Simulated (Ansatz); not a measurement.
A run of Ansatz 0.2.0 is set up as follows.

Contents of input.yaml:

```yaml
crystal:
  lattice:
    - [2.881, 0.0, 0.0]
    - [0.0, 2.881, 0.0]
    - [0.0, 0.0, 2.881]
  atoms:
    - { symbol: Ni, position: [0.5, 0.5, 0.5], spin: 1.0 }
    - { symbol: Al, position: [0.0, 0.0, 0.0] }
kpoints:
  mp_grid: { grid: [9, 9, 9] }
scf:
  occupations: { method: fermi_dirac, width: 0.05 }
hamiltonian:
  xc: pbesol
  dispersion: d4
  pseudopotentials: { kind: all_electron, lapw: { basis_error: 0.001 } }
magnetization:
  spin_polarized: true
output:
  forces: true
  stress: true
relax:
  f_tol: 0.02
  max_steps: 60
  cell: {}
```

Potentials or basis: all-electron LAPW, scalar-relativistic.

The run is started by

```console
$ ansatz run input.yaml --threads 2 --pin off --max-ram 6144MiB --backend cpu --events-out ev --progress --plain --runs-dir out
```

Question: Estimate the relaxed volume.

Answer: 11.50 Å³/atom.

Question: What does it give for the net moment?

Answer: 0.00 μB per cell.

Final structure:
```
CELL_PARAMETERS angstrom
2.84396 0.00000 0.00000
0.00000 2.84396 0.00000
0.00000 0.00000 2.84396
ATOMIC_POSITIONS crystal
Ni 0.50000 0.50000 0.50000
Al 0.00000 0.00000 0.00000
```

Caveat: the starting moments weren't kept.
